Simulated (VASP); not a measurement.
Nb3Sn, 8 atoms in the cell. Symmetry: Pm-3n, No. 223, cubic system. Conventional cell: a = 5.282 Å, b = 5.282 Å, c = 5.282 Å, α = 90.00°, β = 90.00°, γ = 90.00°. Sn (site symmetry m-3) has 12 Nb at 2.95 Å as nearest neighbours. Around Nb (site symmetry -4m2) lie 2 Nb at 2.64 Å and 4 Sn at 2.95 Å. 

* Program: VASP 6.6.1
* Task: single point
* Functional: PBE
* Potentials or basis: VASP PAW PBE potentials, release 64 (Sn_d, Nb_sv)
* Cutoff: 520 eV
* k mesh: 5 × 5 × 5
* Occupations: fermi-dirac, width 0.05 eV
* Spin: no spin polarisation
* Further INCAR settings: ALGO = Normal; EDIFF = 1e-07; NBANDS = 63

Potentials or basis: VASP PAW PBE potentials, release 64 (Sn_d, Nb_sv).

The run is started by

```bash
$ cat potpaw_PBE.64/Sn_d/POTCAR potpaw_PBE.64/Nb_sv/POTCAR > POTCAR
$ mpirun -np 1 vasp_std > vasp.out
```

Hardware: 1 thread of AMD EPYC 7571 (shared host).

**Question.** Estimate the wall time of this run.

**Answer.** Run time: 4.3 min on 1 thread of AMD EPYC 7571, on a shared host, peak memory 0.23 GiB. Counts: scf iterations 15, k points 10.
